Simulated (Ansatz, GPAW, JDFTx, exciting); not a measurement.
**Si: programs and potentials compared**

```xyz
2
Lattice="-0.0574 2.7250 2.6644 2.6853 -0.0761 2.6831 2.6646 2.7231 -0.0554" Properties=species:S:1:pos:R:3 pbc="T T T"
Si    2.6463    2.6860    2.6460
Si    3.9694    4.0289    3.9691
```

Alike in all runs: task single point; functional LDA; k mesh 8 × 8 × 8; occupations gaussian, width 0.01 eV; no spin polarisation; no spin-orbit coupling. LDA stands for any of its common fits. Pressure is positive in compression and, in plane waves, holds the error of the finite cutoff.

```tsv
program and potentials	plane-wave cutoff (eV)	notes	band gap (eV)	pressure (GPa)	largest force (eV/Å)
Ansatz, all-electron LAPW, scalar-relativistic	-	-	0.34	-2.01	0.413
GPAW, the program's PAW data sets (release 1.2.1) made for this functional	600	-	0.34	-1.75	0.419
JDFTx, PseudoDojo-SR-LDA-0.4.1-standard with smoothed tails	435	-	0.35	-2.35	0.405
exciting, all-electron LAPW+lo, shipped species files, valence relativity iora*	-	-	0.35	-	0.421
```

Force on atom 1 (Si), eV/Å:

```json
{"program and potentials": "Ansatz, all-electron LAPW, scalar-relativistic", "x": "-0.264", "y": "-0.159", "z": "-0.276"}
{"program and potentials": "GPAW, the program's PAW data sets (release 1.2.1) made for this functional", "x": "-0.268", "y": "-0.161", "z": "-0.279"}
{"program and potentials": "JDFTx, PseudoDojo-SR-LDA-0.4.1-standard with smoothed tails", "x": "-0.259", "y": "-0.156", "z": "-0.270"}
{"program and potentials": "exciting, all-electron LAPW+lo, shipped species files, valence relativity iora*", "x": "-0.269", "y": "-0.162", "z": "-0.281"}
```

The band gap spans 0.34 (GPAW, the program's PAW data sets (release 1.2.1) made for this functional) to 0.35 eV (JDFTx, PseudoDojo-SR-LDA-0.4.1-standard with smoothed tails), with all-electron results at 0.34 to 0.35. The pressure spans -2.35 (JDFTx, PseudoDojo-SR-LDA-0.4.1-standard with smoothed tails) to -1.75 GPa (GPAW, the program's PAW data sets (release 1.2.1) made for this functional), with all-electron results at -2.01. The gap is indirect and read on the mesh alone.

The functional is the same throughout but for its coding, so the spread measures potentials, basis and numerics; runs on potential files found faulty are left out.
